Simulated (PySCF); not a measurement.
Cards and structures have been mixed up. Pair them.

Structures:
1. `CC(CC)C`
2. `CNC(=O)/C=C/OC=O`
3. `C=C[Si](C)(C)C`
4. `C=C(C)/C(F)=C/C(F)(F)F`

Card P (geometry GFN2-xTB):
- Rotational constants A, B, C: 3.007, 1.924, 1.896 GHz
- Static isotropic polarisability (CAM-B3LYP/def2-SVPD): 87.2 au
- Strongest line among the 8 lowest singlet transitions (TDDFT CAM-B3LYP/def2-SVPD): S2 at 7.20 eV (172 nm, f = 0.416)
- Dipole moment (CAM-B3LYP/def2-SVPD): 0.10 D
- HOMO energy (CAM-B3LYP/def2-SVPD): -8.98 eV
- Lowest singlet excitation (TDDFT CAM-B3LYP/def2-SVPD): 6.61 eV (188 nm, f = 0.005)
- Lowest triplet excitation (Tamm–Dancoff) (TDA CAM-B3LYP/def2-SVPD): 4.35 eV

Card Q (geometry GFN2-xTB):
* Rotational constants A, B, C: 6.476, 0.615, 0.564 GHz
* Static isotropic polarisability (B3LYP/def2-SVPD): 87.0 au
* Lowest singlet excitation (TDDFT B3LYP/def2-SVPD): 4.48 eV (276 nm, f = 0.000)
* Strongest line among the 8 lowest singlet transitions (TDDFT B3LYP/def2-SVPD): S4 at 5.59 eV (222 nm, f = 0.558)
* Lowest triplet excitation (Tamm–Dancoff) (TDA B3LYP/def2-SVPD): 3.76 eV
* Dipole moment (B3LYP/def2-SVPD): 5.22 D

Card R (geometry GFN2-xTB):
* Rotational constants A, B, C: 2.615, 0.764, 0.662 GHz
* Static isotropic polarisability (PBE0/def2-SVPD): 80.0 au
* Point group: Cs
* 13C chemical shifts (computed TMS as zero) by class (GIAO PBE0/pcSseg-1): 174.9 (1 C), 141.7 (1 C), 132.4 (1 C), 129.3 (1 C), 105.8 (1 C), 20.5 (1 C) ppm
* Lowest triplet excitation (Tamm–Dancoff) (TDA PBE0/def2-SVPD): 3.15 eV
* HOMO energy (PBE0/def2-SVPD): -7.66 eV
* Dipole moment (PBE0/def2-SVPD): 4.16 D

Card S (geometry GFN2-xTB):
- Rotational constants A, B, C: 7.364, 3.388, 2.599 GHz
- Static isotropic polarisability (B3LYP/def2-SVPD): 63.6 au
- Point group: C1
- Lowest singlet excitation (TDDFT B3LYP/def2-SVPD): 8.24 eV (151 nm, f = 0.008)
- HOMO energy (B3LYP/def2-SVPD): -8.62 eV
- 13C chemical shifts (computed TMS as zero) by class (GIAO PBE0/pcSseg-1): 35.9 (1 C), 34.4 (1 C), 24.7 (2 C), 15.1 (1 C) ppm
- Lowest triplet excitation (Tamm–Dancoff) (TDA B3LYP/def2-SVPD): 8.09 eV

Each SMILES stands for a single optimised conformer of the isolated species, non-relativistic unless stated; the electronic structure was computed with PySCF and density fitting. NMR classes are plain means over equivalent atoms (diastereotopic ones count apart unless rotation or inversion swaps them), as if these changed places fast.

Task: Which card belongs to which structure?

Result: P = 3, Q = 2, R = 4, S = 1. What ties each card to its structure:
- 1 (card S), C5H12, monoisotopic mass 72.1 u, 5 heavy atoms: 5 C in 4 classes; the least shielded carbon (35.9 ppm) is a chain CH2 carbon; an asymmetric top with C = 2.599 GHz, the highest such constant on the cards; polarisability 63.6 au for 42 electrons.
- 2 (card Q), C5H7NO3, monoisotopic mass 129.0 u, 9 heavy atoms: an asymmetric top with C = 0.564 GHz, the lowest such constant on the cards; polarisability 87.0 au for 68 electrons; dipole 5.22 D.
- 3 (card P), C5H12Si, monoisotopic mass 100.1 u, 6 heavy atoms: an asymmetric top with C = 1.896 GHz; polarisability 87.2 au for 56 electrons; dipole 0.10 D.
- 4 (card R), C6H6F4, monoisotopic mass 154.0 u, 10 heavy atoms: 6 C in 6 classes; point group Cs; the least shielded carbon (174.9 ppm) is a vinylic C–F carbon; an asymmetric top with C = 0.662 GHz; polarisability 80.0 au for 78 electrons; dipole 4.16 D.
